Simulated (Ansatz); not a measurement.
The system is NiO.

```
CELL_PARAMETERS angstrom
0.00000 2.24063 2.24063
2.24063 0.00000 2.24063
2.24063 2.24063 0.00000
ATOMIC_POSITIONS crystal
Ni 0.00000 0.00000 0.00000
O 0.75000 0.75000 0.75000
```

The cell was built by a generator and needn't be a form met in nature.

* Program: Ansatz 0.2.0
* Task: relaxation of cell and atoms
* Functional: HSE06
* Potentials or basis: Ansatz PAW
* Cutoff: 420 eV (not typed: the program's choice for these potentials)
* k mesh: 5 × 5 × 5
* Occupations: fermi-dirac, width 0.05 eV
* Spin: collinear spin, ferromagnetic start
* Starting moments: [1.0, 0.0] μB

At the start: volume 11.25 Å³/atom.

Task: Where does the relaxation end?

Result: It ends after 7 steps and the volume is 10.98 Å³/atom (-2.4 %); space group F-43m (No. 216, to 0.05 Å); moment 2.00 μB per cell.

Step by step:
```csv
step,energy change (eV),largest force (eV/Å),volume (Å³)
1,0.0000,0.0000,22.50
2,-0.0060,0.0000,22.23
3,-0.0089,0.0000,21.96
4,-0.0088,0.0000,21.97
5,-0.0070,0.0000,21.97
6,-0.0070,0.0000,21.96
7,-0.0070,0.0000,21.96
```

Final structure:
```
Ni O
1.0
     0.00000    2.22255    2.22255
     2.22255    0.00000    2.22255
     2.22255    2.22255    0.00000
Ni O
1 1
Direct
  0.00000 0.00000 0.00000
  0.75000 0.75000 0.75000
```

Caveat: the k mesh is coarse (spacing up to 0.49 Å⁻¹), so the values aren't converged, least of all with exact exchange; the magnetic or orbital state may not be the lowest; the plane-wave basis is chosen anew once the cell has moved, so the energies of steps on either side of that aren't comparable; the pressure holds a Pulay correction of +0.7 GPa for the finite cutoff; a cell with one magnetic atom can't hold antiferromagnetic order, which such compounds often take; the PAW data sets come from PBE, with cores solved anew for the run's functional, which leaves a small shift of forces and pressure.
